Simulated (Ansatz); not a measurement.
GaCuSe2: experiment and calculation

**Experimental background.**

From a printed reference work, monograph, for a bulk crystal of GaCuSe2: lattice constant a 5.618 Å.

From “Growth and anisotropy of transport properties of CuGaSe2 single crystals”, 2018, pmc:6251020, for a powder of GaCuSe2: lattice constant c 11.052 ± 0.003 Å; band gap 1.7 eV.

How close the calculation comes is told below.

All numbers below come from DFT PBEsol, scalar-relativistic, plane waves, PAW in Ansatz 0.2.0.

Plane waves to 420 eV, a k mesh through Γ of 10×10×10 on the computed 8-atom cell and Gaussian smearing (0.01 eV); no spin polarisation.

Relaxed structure, symmetry kept:

```cif
data_structure
_symmetry_space_group_name_H-M 'I-42d'
_symmetry_Int_Tables_number 122
_cell_length_a 5.5697
_cell_length_b 5.5697
_cell_length_c 11.0744
_cell_angle_alpha 90.000
_cell_angle_beta 90.000
_cell_angle_gamma 90.000
_cell_volume 343.55
loop_
_atom_site_label
_atom_site_type_symbol
_atom_site_symmetry_multiplicity
_atom_site_Wyckoff_symbol
_atom_site_fract_x
_atom_site_fract_y
_atom_site_fract_z
_atom_site_occupancy
Ga1 Ga 4 b 0.50000 0.50000 0.00000 1
Cu1 Cu 4 a 0.00000 0.00000 0.00000 1
Se1 Se 8 d 0.24180 0.25000 0.12500 1
```

| Quantity | Value |
| --- | --- |
| Space group | I-42d (No. 122) |
| Volume per atom | 21.47 Å³ |
| Formation energy from the elements' standard states (uncorrected) | -0.456 eV/atom |
| Kohn–Sham band gap | 0.12 eV, direct at Γ |
| Löwdin character of the top 1 eV of the valence band | Cu 3d 48 %, Se 4p 43 % |
| Löwdin character of the lowest 1 eV of the conduction band | Se 4p 34 %, Ga 4s 27 %, Se 4s 12 %, Cu 4s 10 % |
| Electron masses at the edge by Cartesian direction of the standard setting (m_e; degenerate bands sorted by energy; no spin-orbit coupling) | x: 0.033; y: 0.033; z: 0.025 |
| Hole masses at the edge by Cartesian direction of the standard setting (m_e; degenerate bands sorted by energy; no spin-orbit coupling) | x: 0.61; y: 0.61; z: 0.026 |
| Bader charges (e) | Ga (2 in the cell) 0.93, Cu (2 in the cell) 0.32, Se (4 in the cell) -0.63 |

A ferromagnetic start lost its moments in a first run, so spin was left out; other magnetic orders weren't tried.

A measured lattice constant a of GaCuSe2 is 5.618 Å (a printed reference work, monograph); the calculated 5.570 Å misses it by -0.9 %. Measured lattice constant c of GaCuSe2: 11.052 Å (powder; the paper above). This calculation gives 11.074 Å (+0.2 %). The calculation is for 0 K without zero-point motion. A measured band gap of GaCuSe2 is 1.7 eV (the paper above); the calculated 0.12 eV misses it by -1.58 eV. So large a miss may mean another phase, state or a wrong row. 2 values of this kind are on record in papers (1.7 to 1.72 eV); this one was drawn at random among those near their median. Kohn–Sham gaps of semilocal functionals fall short of measured ones as a rule; spin-orbit coupling, left out here, would usually lower the calculated gap of a compound with heavy elements.